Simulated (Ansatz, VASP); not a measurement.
## One calculation of KBr, two programs

```
CELL_PARAMETERS angstrom
0.00000 3.45860 3.45860
3.45860 0.00000 3.45860
3.45860 3.45860 0.00000
ATOMIC_POSITIONS crystal
K 0.00000 0.00000 0.00000
Br 0.50000 0.50000 0.50000
```

Alike in both runs: task single point; functional PBE; k mesh 6 × 6 × 6; occupations gaussian, width 0.02 eV; no spin polarisation.

```csv
,VASP,Ansatz
version,VASP 6.6.1,Ansatz 0.2.0
potentials or method,"VASP PAW PBE potentials, release 64 (K_sv, Br)","scalar-relativistic, plane waves, PAW"
plane-wave cutoff (eV),520,420
valence electrons in the cell,16,16
```

```csv
,VASP,Ansatz,Ansatz less VASP
gap on the k mesh at the Fermi level (eV),4.09,4.09,+0.001
least direct gap on the mesh (eV),4.09,4.09,+0.001
pressure (GPa),-1.0,-1.0,-0.01
```
